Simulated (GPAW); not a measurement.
# MnO (Fm-3m) in GPAW: equation of state with HSE06

Aim: the equation of state of MnO with HSE06.

All numbers are computed with GPAW 26.7.0; they aren't measurements. Logs are shortened: lines on timing, memory, paths and dates and some standing lists are left out, and cuts for length are marked. The log counts tension as positive stress, the text compression.

### Step 1. The structure

The structure is cubic, space group Fm-3m (No. 225). Conventional cell: a = 4.448 Å, b = 4.448 Å, c = 4.448 Å, α = 90.00°, β = 90.00°, γ = 90.00°. Around Mn (site symmetry m-3m) lie 6 O at 2.22 Å. O (site symmetry m-3m) is surrounded by 6 Mn at 2.22 Å.

The cell is a database's computed one.

### Step 2. Equation of state, HSE06, collinear spin, ferromagnetic start

Contents of run.py:

```python
from ase.eos import EquationOfState
from ase.io import Trajectory, read
from ase.units import GPa
from ase.parallel import parprint
from gpaw import GPAW, PW

atoms = read('POSCAR')
atoms.set_initial_magnetic_moments([4.0, 0.0])

traj = Trajectory('eos.traj', 'w')
volumes, energies = [], []
for x in [0.94, 0.96, 0.98, 1.0, 1.02, 1.04, 1.06]:
    a = atoms.copy()
    a.set_cell(atoms.cell * x**(1 / 3), scale_atoms=True)
    calc = GPAW(mode=PW(600),
                xc='HSE06',
                kpts={'size': (2, 2, 2), 'gamma': True},
                occupations={'name': 'fermi-dirac', 'width': 0.05},
                nbands=17,
                convergence={'density': 1e-05, 'energy': 1e-05},
                maxiter=60,
                txt=f'eos-{x:.2f}.txt')
    a.calc = calc
    energies.append(a.get_potential_energy(force_consistent=True))
    volumes.append(a.get_volume())
    calc.write(f'eos-{x:.2f}.gpw')
    traj.write(a)
    parprint(f'{x:.2f} {volumes[-1]:10.4f} A^3 {energies[-1]:14.6f} eV', flush=True)

v0, e0, B = EquationOfState(volumes, energies, eos='birchmurnaghan').fit()
parprint(f'V0 = {v0:.4f} A^3, E0 = {e0:.6f} eV, B0 = {B / GPa:.2f} GPa')
```

Contents of POSCAR:

```
MnO
1.0
    0.0000000000      2.2239077028      2.2239077028
    2.2239077028      0.0000000000      2.2239077028
    2.2239077028      2.2239077028      0.0000000000
Mn O
1 1
Direct
    0.0000000000      0.0000000000      0.0000000000
    0.5000000000      0.5000000000      0.5000000000
```

Potentials or basis: GPAW PAW data sets (gpaw-data 1.2.1), pw.

Started as:

```
$ OMP_NUM_THREADS=1 mpirun -n 4 gpaw python run.py
```

The log of the run:

```text
__  _  _
 | _ |_)|_||  |
 |__||  | ||/\| - 26.7.0

Input parameters:
  mode=PW(ecut=600.0),
  convergence={'density': 1e-05, 'energy': 1e-05},
  kpts=MonkhorstPack(size=(2, 2, 2), gamma=True),
  maxiter=60,
  nbands=17,
  occupations=Occupations(name='fermi-dirac', width=0.05),
  xc=XC(name='HSE06')

Diagonalizing LCAO Hamiltonian
Converting LCAO to pw mode

              O

       Mn

Atoms  # Å, Bohr magnetons
|   | symbol |        x |        y |        z |    initial magnetic moments |
|---|--------|----------|----------|----------|-----------------------------|
| 0 |     Mn | 0.000000 | 0.000000 | 0.000000 | ( 0.0000,  0.0000,  4.0000) |
| 1 |      O | 2.178509 | 2.178509 | 2.178509 | ( 0.0000,  0.0000,  0.0000) |

Unit cell  # Å
| periodic |        x |        y |        z |  lengths |    angles |
|----------|----------|----------|----------|----------|-----------|
|      yes | 0.000000 | 2.178509 | 2.178509 | 3.080877 | 60.000000 |
|      yes | 2.178509 | 0.000000 | 2.178509 | 3.080877 | 60.000000 |
|      yes | 2.178509 | 2.178509 | 0.000000 | 3.080877 | 60.000000 |

Number of symmetries: 48
Symmetry operations  # r_c * U_cc + t_c -> r_c
|    | kind |            matrix            |
|----|------|------------------------------|
|  0 |  σ   |  1, 0, 0,  1, 0,-1,  1,-1, 0 |
|  1 |  C2  |  1, 0, 0,  1,-1, 0,  1, 0,-1 |
|  2 |  E   |  1, 0, 0,  0, 1, 0,  0, 0, 1 |
|  3 |  σ   |  1, 0, 0,  0, 0, 1,  0, 1, 0 |
|  4 |  C4  |  1, 0,-1,  1, 0, 0,  1,-1, 0 |
|  5 |  S6  |  1, 0,-1,  1,-1, 0,  1, 0, 0 |
|  6 |  σ   |  1, 0,-1,  0, 1,-1,  0, 0,-1 |
|  7 |  C3  |  1, 0,-1,  0, 0,-1,  0, 1,-1 |
|  8 |  S6  |  1,-1, 0,  1, 0, 0,  1, 0,-1 |
|  9 |  C4  |  1,-1, 0,  1, 0,-1,  1, 0, 0 |
| 10 |  C3  |  1,-1, 0,  0,-1, 1,  0,-1, 0 |
| 11 |  σ   |  1,-1, 0,  0,-1, 0,  0,-1, 1 |
| 12 |  σ   |  0, 1, 0,  1, 0, 0,  0, 0, 1 |
| 13 |  C4  |  0, 1, 0,  0, 1,-1, -1, 1, 0 |
| 14 |  C3  |  0, 1, 0,  0, 0, 1,  1, 0, 0 |
| 15 |  S6  |  0, 1, 0, -1, 1, 0,  0, 1,-1 |
| 16 |  C2  |  0, 1,-1,  1, 0,-1,  0, 0,-1 |
| 17 |  σ   |  0, 1,-1,  0, 1, 0, -1, 1, 0 |
| 18 |  S4  |  0, 1,-1,  0, 0,-1,  1, 0,-1 |
| 19 |  C4  |  0, 1,-1, -1, 1, 0,  0, 1, 0 |
| 20 |  C3  |  0, 0, 1,  1, 0, 0,  0, 1, 0 |
| 21 |  σ   |  0, 0, 1,  0, 1, 0,  1, 0, 0 |
| 22 |  S6  |  0, 0, 1,  0,-1, 1, -1, 0, 1 |
| 23 |  C4  |  0, 0, 1, -1, 0, 1,  0,-1, 1 |
| 24 |  S4  |  0, 0,-1,  1, 0,-1,  0, 1,-1 |
| 25 |  C3  |  0, 0,-1,  0, 1,-1,  1, 0,-1 |
| 26 |  C2  |  0, 0,-1,  0,-1, 0, -1, 0, 0 |
| 27 |  S6  |  0, 0,-1, -1, 0, 0,  0,-1, 0 |
| 28 |  S4  |  0,-1, 1,  1,-1, 0,  0,-1, 0 |
| 29 |  C4  |  0,-1, 1,  0, 0, 1, -1, 0, 1 |
| 30 |  C2  |  0,-1, 1,  0,-1, 0,  1,-1, 0 |
| 31 |  σ   |  0,-1, 1, -1, 0, 1,  0, 0, 1 |
| 32 |  C3  |  0,-1, 0,  1,-1, 0,  0,-1, 1 |
| 33 |  S6  |  0,-1, 0,  0, 0,-1, -1, 0, 0 |
| 34 |  S4  |  0,-1, 0,  0,-1, 1,  1,-1, 0 |
| 35 |  C2  |  0,-1, 0, -1, 0, 0,  0, 0,-1 |
| 36 |  C2  | -1, 1, 0,  0, 1, 0,  0, 1,-1 |
| 37 |  S6  | -1, 1, 0,  0, 1,-1,  0, 1, 0 |
| 38 |  S4  | -1, 1, 0, -1, 0, 1, -1, 0, 0 |
| 39 |  C3  | -1, 1, 0, -1, 0, 0, -1, 0, 1 |
| 40 |  S6  | -1, 0, 1,  0, 0, 1,  0,-1, 1 |
| 41 |  C2  | -1, 0, 1,  0,-1, 1,  0, 0, 1 |
| 42 |  C3  | -1, 0, 1, -1, 1, 0, -1, 0, 0 |
| 43 |  S4  | -1, 0, 1, -1, 0, 0, -1, 1, 0 |
| 44 |  C2  | -1, 0, 0,  0, 0,-1,  0,-1, 0 |
| 45 |  i   | -1, 0, 0,  0,-1, 0,  0, 0,-1 |
| 46 |  σ   | -1, 0, 0, -1, 1, 0, -1, 0, 1 |
| 47 |  C2  | -1, 0, 0, -1, 0, 1, -1, 1, 0 |

BZ-sampling:
  Number of BZ points: 8
  Number of IBZ points: 3

  Monkhorst-Pack size: [2, 2, 2]
  Monkhorst-Pack shift: [0.25, 0.25, 0.25]

K-points  # in reciprocal-cell coordinates
|   |                                coordinates |     weight |
|---|--------------------------------------------|------------|
| 0 | (  0.00000000,   0.00000000,   0.00000000) | 0.12500000 |
| 1 | (  0.50000000,   0.50000000,   0.00000000) | 0.37500000 |
| 2 | (  0.50000000,   0.50000000,   0.50000000) | 0.50000000 |

Plane wave coefficients: 701
Cutoff: 600.0 eV

Spin-components: 2 (collinear spins)
Bands:           17
Projectors:      11
Spin-degeneracy: 1
Datatype:        complex128

Parallelization:
  kpt:    2
  domain: 2
  band:   1

Density:
  Valence electrons: 21.0
  Components: 2
  Grid points: [18 18 18]
  Charge: 0.0  # |e|

Potential:
  Grid points: [18 18 18]

species:
  Mn:
    name:    Manganese
    Z:       25.0
    valence: 15
    core:    10
    charge:  0.0  # [|e|]
    compensation charges:
      type: gauss
      rc: 0.38  # [Å]
      lmax: 2
    cutoffs:
      filter: 2.14  # [Å]
      core: 0.86  # [Å]
    projectors
    | kind |    occ | energy [eV] | rcut [Å] |
    |------|--------|-------------|----------|
    |   3s |  2.000 |     -85.859 |    1.275 |
    |   4s |  2.000 |      -5.106 |    1.275 |
    |   3p |  6.000 |     -54.597 |    1.281 |
    |   4p |  0.000 |      -1.371 |    1.281 |
    |   3d |  5.000 |      -6.771 |    1.138 |
    |    d |        |      20.441 |    1.138 |

    Using partial waves for Mn as LCAO basis

  O:
    name:    Oxygen
    Z:       8.0
    valence: 6
    core:    2
    charge:  0.0  # [|e|]
    compensation charges:
      type: gauss
      rc: 0.21  # [Å]
      lmax: 2
    cutoffs:
      filter: 1.17  # [Å]
      core: 0.83  # [Å]
    projectors
    | kind |    occ | energy [eV] | rcut [Å] |
    |------|--------|-------------|----------|
    |   2s |  2.000 |     -23.961 |    0.688 |
    |   2p |  4.000 |      -9.029 |    0.598 |
    |    s |        |       3.251 |    0.688 |
    |    p |        |      18.182 |    0.598 |
    |    d |        |       0.000 |    0.619 |

    Using partial waves for O as LCAO basis

Reference energy: -33554.940374  # eV

eigensolver:
  PPCG
  Converge bands: occupied
  niter=2

density mixing:
  MSR1-Mixer
  Pratt-step length: 0.05
  Maximum mixing coefficient: 0.75
  Old densities: 10
  SVD Regularization: 0.005
  Good broyden scale: 1.0
  Trust region scale: 1.0
  Backstep threshold: 4.0
  History deletion threshold: 6.0
  Fourier metric: weight=20.0, sigma=0.015

occupation numbers:
  Fermi-Dirac:
    width: 0.0500  # eV

poisson solver:
  ecut: 4800.0  # eV

xc functional:
  name: HYB_GGA_XC_HSE06 with 2 nearest neighbor stencil

convergence criteria:
- Maximum integral of absolute [dens]ity change: 1e-05 electrons / valence electron
- Maximum [total energy] change in last 3 cyles: 1e-05 eV / valence electron
- Maximum integral of absolute [eigenst]ate change: 4e-08 eV^2 / valence electron
maximum number of iterations: 60

IBZ(<points: 3, symmetries: 48>)
Occupied bands: 14
SCF iterations
|iter     | |      energy | eigst |  dens |  magmom |
|---------|-|-------------|-------|-------|---------|
|iter:   1| | -424.924405 | +0.22 |       |  +4.0033|
|iter:   2| |  -28.716606 | -0.60 | -0.64 |  +4.0531|
|iter:   3| |  -28.265038 | -0.92 | -0.81 |  +4.2392|
|iter:   4| |  -28.174700 | -1.10 | -0.95 |  +4.5185|
|iter:   5| |  -28.150918 | -2.35 | -1.17 |  +4.8264|
|iter:   6| |  -28.144448 | -2.87 | -1.58 |  +4.9839|
|iter:   7| |  -28.143121 | -2.83 | -2.17 |  +4.9918|
|iter:   8| |  -28.142743 | -3.99 | -2.35 |  +5.0001|
|iter:   9| |  -28.142130 | -4.61 | -2.66 |  +5.0008|
|iter:  10| |  -28.141981 | -4.75 | -2.89 |  +5.0000|
|iter:  11| |  -28.141917 | -5.17 | -3.15 |  +4.9999|
|iter:  12| |  -28.141905c| -5.55 | -3.43 |  +4.9999|
|iter:  13| |  -28.141907c| -6.70 | -3.95 |  +4.9999|
|iter:  14| |  -28.141907c| -6.09 | -4.22 |  +5.0000|
|iter:  15| |  -28.141906c| -7.65c| -4.35 |  +5.0000|
|iter:  16| |  -28.141906c| -7.18 | -4.64 |  +5.0000|
|iter:  17| |  -28.141906c| -7.05 | -5.44c|  +5.0000|
|iter:  18| |  -28.141906c| -6.70 | -5.44c|  +5.0000|
|iter:  19| |  -28.141906c| -6.87 | -5.79c|  +5.0000|
|iter:  20| |  -28.141906c| -6.69 | -6.90c|  +5.0000|
|iter:  21| |  -28.141906c| -6.86 | -6.56c|  +5.0000|
|iter:  22| |  -28.141906c| -8.19c| -7.51c|  +5.0000|

Converged in 22 steps
Energy contributions relative to reference atoms: (reference = -33554.940374)

Energy contributions:
  Kinetic:          36.637895
  Coulomb:         -28.142583
  Zero:              0.183323
  External:          0.000000
  Xc:              367.151772
  Entropy:          -0.000000
  Spinorbit:         0.000000
  Hybrid_Xc_Cc:      -292.968815
  Hybrid_Xc_Vc:       -17.808309
  Hybrid_Xc_Vv:       -93.195189
  ----------------------------
  Free energy:     -28.141906
  Extrapolated:    -28.141906

dipole moment: (-9.418485, -9.418485, -9.418485)  # |e|*Ang

Total magnetic moment: (0.000000, 0.000000, 5.000000)

Local magnetic moments
|        x |        y |        z |
|----------|----------|----------|
| 0.000000 | 0.000000 | 4.473438 |  # Mn   0
| 0.000000 | 0.000000 | 0.197827 |  # O    1

Fermi level: 8.570
Eigenvalues  # (at kpt = [0.000, 0.000, 0.000])
| band index |      eig [eV] | occ [0-1] |      eig [eV] | occ [0-1] |
|------------|---------------|-----------|---------------|-----------|
|          0 |       -78.795 |     1.000 |       -72.467 |     1.000 |
|        ... |               |           |               |           |
|          3 |       -46.235 |     1.000 |       -39.464 |     1.000 |
|          4 |       -14.511 |     1.000 |       -13.851 |     1.000 |
|          5 |         3.224 |     1.000 |         4.318 |     1.000 |
|          6 |         3.224 |     1.000 |         4.318 |     1.000 |
|          7 |         3.224 |     1.000 |         4.318 |     1.000 |
|          8 |         3.613 |     1.000 |        11.044 |     0.000 |
|          9 |         3.613 |     1.000 |        11.767 |     0.000 |
|         10 |         3.613 |     1.000 |        11.767 |     0.000 |
|         11 |         3.650 |     1.000 |        11.767 |     0.000 |
|         12 |         3.650 |     1.000 |        12.571 |     0.000 |
|         13 |         9.603 |     0.000 |        12.571 |     0.000 |
|         14 |        23.926 |     0.000 |        24.604 |     0.000 |
|         15 |        26.792 |     0.000 |        29.267 |     0.000 |
|         16 |        26.792 |     0.000 |        29.267 |     0.000 |

Gap: 1.839 eV
Transition (v -> c):
  (s=0, k=2, n=12, [0.50, 0.50, 0.50]) -> (s=1, k=1, n=8, [0.50, 0.50, 0.00])
Direct/indirect transitions are different
Direct gap: 4.759 eV
Transition at: (s=0->1, k=1, n=12, [0.50, 0.50, 0.00])
# Writing to eos-0.94.gpw (mode='')
```

It took 6.7 min on 4 MPI ranks of Arm Neoverse V2, shared host; peak memory 0.22 GiB.

Results:

```
Equilibrium volume : outside the volumes run
```

Energy against volume, from the lowest point:
| volume (Å³/atom) | energy (meV/atom) |
| --- | --- |
| 10.339 | 0.00 |
| 10.559 | 77.29 |
| 10.779 | 156.60 |
| 10.999 | 231.45 |
| 11.219 | 317.60 |
| 11.439 | 393.74 |
| 11.659 | 478.65 |

Caveat: the k mesh is coarse (spacing up to 1.22 Å⁻¹), so the values aren't converged, least of all with exact exchange; exact exchange converges slowly with the k mesh, and this mesh is small; the PAW data sets were made with another functional, which shifts forces and pressure a little.
